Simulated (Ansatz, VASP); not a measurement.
**Nb: VASP beside Ansatz**

Contents of INCAR:

```
  PREC = Accurate
  ENCUT = 520
  EDIFF = 1E-6
  ISMEAR = -1
  SIGMA = 0.1
  LREAL = False
  LASPH = True
  NELM = 60
  ALGO = Normal
  ISIF = 2
  LWAVE = False
  LCHARG = False
  GGA = PE
  NBANDS = 12
```

Contents of KPOINTS:

```
Automatic mesh
0
Gamma
  16 16 16
```

The input POSCAR:

```
Nb
1.0
    2.3935770131      0.0000000000      0.0000000000
    0.0000000000      2.3935770131      0.0000000000
    0.0000000000      0.0000000000      2.3935770131
Nb
1
Direct
    0.0000000000      0.0000000000      0.0000000000
```

Input for Ansatz:

```yaml
crystal:
  lattice:
    - [2.3935770131, 0.0, 0.0]
    - [0.0, 2.3935770131, 0.0]
    - [0.0, 0.0, 2.3935770131]
  atoms:
    - { symbol: Nb, position: [0.0, 0.0, 0.0] }
kpoints:
  mp_grid: { grid: [16, 16, 16] }
  band_path:
    path:
      - [0.0, 0.0, 0.0]
      - [0.0, 0.5, 0.0]
      - [0.5, 0.5, 0.0]
      - [0.0, 0.0, 0.0]
      - [0.5, 0.5, 0.5]
      - [0.0, 0.5, 0.0]
      - [0.5, 0.5, 0.5]
      - [0.5, 0.5, 0.0]
    npoints: 8
scf:
  occupations: { method: fermi_dirac, width: 0.1 }
hamiltonian:
  xc: pbe
  pseudopotentials: { kind: all_electron, lapw: { basis_error: 0.001 } }
output:
  forces: true
  stress: true
  eigenvalues: true
  populations: true
  dos: { projected: true, de: 0.2, e_range: [-14, 8] }
```

Change from the starting cell: volume scaled by 0.68, LAPW.

Alike in both runs: task single point; functional PBE; k mesh 16 × 16 × 16; occupations fermi-dirac, width 0.1 eV; no spin polarisation.

```csv
,VASP,Ansatz
version,VASP 6.6.1,Ansatz 0.2.0
potentials or method,"VASP PAW PBE potentials, release 64 (Nb_sv)","all-electron LAPW, scalar-relativistic"
plane-wave cutoff (eV),520,see its input
```

|  | VASP | Ansatz | Ansatz less VASP |
| --- | --- | --- | --- |
| pressure (GPa) | 104.6 | 104.6 | +0.01 |

Ansatz ran all-electron here, so the differences hold the error of VASP's frozen core and of both bases.

Caveats: the cell as given lies far from equilibrium; so large a pressure means that the cell lies far from this level's equilibrium, or that cutoff or potentials fall short (VASP).
